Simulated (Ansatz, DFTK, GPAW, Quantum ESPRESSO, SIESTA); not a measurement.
# One calculation of Rh, 6 ways

```xyz
1
Lattice="0.0000 1.8979 1.8979 1.8979 0.0000 1.8979 1.8979 1.8979 0.0000" Properties=species:S:1:pos:R:3 pbc="T T T"
Rh    0.0000    0.0000    0.0000
```

Alike in all runs: task band structure; functional PBEsol; k mesh 12 × 12 × 12; occupations fermi-dirac, width 0.05 eV; no spin polarisation; no spin-orbit coupling. Pressure is positive in compression and, in plane waves, holds the error of the finite cutoff, which Ansatz's Pulay term estimates and takes out.

| program and potentials | plane-wave cutoff (eV) | notes | pressure (GPa) |
| --- | --- | --- | --- |
| SIESTA, files PseudoDojo sr-pbesol-0.4.1-standard, DZP (energy shift 0.003 Ry; two zetas on semicore shells) | - | atomic basis; 17 valence electrons an atom on average | 0.76 |
| Ansatz, PAW datasets made for the crystal | 300 | 9 valence electrons an atom on average | -3.74 |
| DFTK, SG15 1.2 (PBE) | 1225 | potentials made for PBE; 17 valence electrons an atom on average | -4.05 |
| Quantum ESPRESSO, PseudoDojo 0.4.1 SR PBEsol standard | 1197 | 17 valence electrons an atom on average | -3.31 |
| GPAW, PAW data sets generated for this functional | 600 | 15 valence electrons an atom on average | -1.44 |
| Ansatz, all-electron LAPW, scalar-relativistic | - | - | -3.74 |

The pressure spans -4.05 (DFTK, SG15 1.2 (PBE)) to 0.76 GPa (SIESTA, files PseudoDojo sr-pbesol-0.4.1-standard, DZP (energy shift 0.003 Ry; two zetas on semicore shells)), with all-electron results at -3.74. Rows in atomic bases carry the error of their basis and grid, which can be large.

The functional is the same throughout but for its coding, so the spread measures potentials, basis and numerics; runs on potential files found faulty are left out.
